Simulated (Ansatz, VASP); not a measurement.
# Al in VASP and in Ansatz

```xyz
3
Lattice="2.8568 0.0000 0.0000 0.0000 2.8568 0.0000 0.0000 0.0000 18.0401" Properties=species:S:1:pos:R:3 pbc="T T T"
Al    1.4284    1.4284    7.0000
Al    0.0000    0.0000    9.0848
Al    1.4284    1.4284   11.1747
```

Alike in both runs: functional PBE; k mesh 10 × 10 × 1; occupations gaussian, width 0.1 eV; no spin polarisation.

Ansatz relaxed the structure, and its values are those at the end. VASP's run is a single point on that final structure, the one shown.

|  | VASP | Ansatz |
| --- | --- | --- |
| version | VASP 6.6.1 | Ansatz 0.2.0 |
| potentials or method | VASP PAW PBE potentials, release 64 (Al) | scalar-relativistic, plane waves, PAW |
| plane-wave cutoff (eV) | 520 | 420 |
| valence electrons in the cell | 9 | 9 |

Ansatz gave:

| Quantity | Value |
| --- | --- |
| gap on the k mesh at the Fermi level (eV) | none |
| rms of the force components (eV/Å) | 0.012 |
| work function, face that differs most (eV) | 4.51 |

Task: Which values does VASP return?

Result: gap on the k mesh at the Fermi level (eV): none; rms of the force components (eV/Å): 0.013; work function, face that differs most (eV): 4.51.

A gap of «none» marks a metal or a gap that the smearing closes. The functional is the same, so the differences come from potentials, cutoffs and numerics.
